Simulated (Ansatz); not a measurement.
# Li: the cost of one run

Computed with Ansatz 0.2.0 (DFT PBE, scalar-relativistic, plane waves, PAW, unless a step's input says otherwise).

**1. The structure to begin with**

It takes space group Cmce (No. 64, orthorhombic). Conventional cell: a = 16.093 Å, b = 5.575 Å, c = 5.407 Å, α = 90.00°, β = 90.00°, γ = 90.00°. Li (site symmetry m) is surrounded by 6 Li at 2.70 to 3.04 Å. Li (site symmetry 1) has 8 Li at 2.78 to 3.08 Å as nearest neighbours.

Coordinates:

```cif
data_structure
_symmetry_space_group_name_H-M 'P 1'
_symmetry_Int_Tables_number 1
_cell_length_a 8.5158
_cell_length_b 8.5158
_cell_length_c 5.4069
_cell_angle_alpha 90.000
_cell_angle_beta 90.000
_cell_angle_gamma 38.216
_cell_volume 242.57
loop_
_atom_site_label
_atom_site_type_symbol
_atom_site_fract_x
_atom_site_fract_y
_atom_site_fract_z
_atom_site_occupancy
Li1 Li 0.74405 0.25595 0.09781 1
Li2 Li 0.25595 0.74405 0.90219 1
Li3 Li 0.75595 0.24405 0.59781 1
Li4 Li 0.24405 0.75595 0.40219 1
Li5 Li 0.04518 0.28196 0.25387 1
Li6 Li 0.28196 0.04518 0.74613 1
Li7 Li 0.78196 0.54518 0.75387 1
Li8 Li 0.54518 0.78196 0.24613 1
Li9 Li 0.95482 0.71804 0.74613 1
Li10 Li 0.71804 0.95482 0.25387 1
Li11 Li 0.21804 0.45482 0.24613 1
Li12 Li 0.45482 0.21804 0.75387 1
```

This is candidate A: structure listed in a database for this formula (Cmce, No. 64).

(A quick probe on a coarse mesh, which set the mesh and smearing, is not shown.)

**3. Full relaxation (candidate A)**

The input, input.yaml:

```yaml
crystal:
  lattice:
    - [8.046617, -2.787678, 0.0]
    - [8.046617, 2.787678, 0.0]
    - [0.0, 0.0, 5.406859]
  atoms:
    - { symbol: Li, position: [0.744047, 0.255953, 0.097809] }
    - { symbol: Li, position: [0.255953, 0.744047, 0.902191] }
    - { symbol: Li, position: [0.755953, 0.244047, 0.597809] }
    - { symbol: Li, position: [0.244047, 0.755953, 0.402191] }
    - { symbol: Li, position: [0.045179, 0.281959, 0.253871] }
    - { symbol: Li, position: [0.281959, 0.045179, 0.746129] }
    - { symbol: Li, position: [0.781959, 0.545179, 0.753871] }
    - { symbol: Li, position: [0.545179, 0.781959, 0.246129] }
    - { symbol: Li, position: [0.954821, 0.718041, 0.746129] }
    - { symbol: Li, position: [0.718041, 0.954821, 0.253871] }
    - { symbol: Li, position: [0.218041, 0.454821, 0.246129] }
    - { symbol: Li, position: [0.454821, 0.218041, 0.753871] }
basis:
  ecutwfc: 420
kpoints:
  mp_grid: { grid: [8, 8, 8] }
hamiltonian:
  xc: pbe
scf:
  occupations: { method: gaussian, width: 0.1 }
output:
  forces: true
  stress: true
  eigenvalues: true
relax:
  adjacent_minimum: "off"
  f_tol: 0.01
  max_steps: 80
  cell: { stress_tol: 0.05 }
```

**Question.** How long does this run take on 1 thread of an Arm CPU, shared host, and how much memory does it need?

About 5.8 min, with a peak of 0.83 GiB.
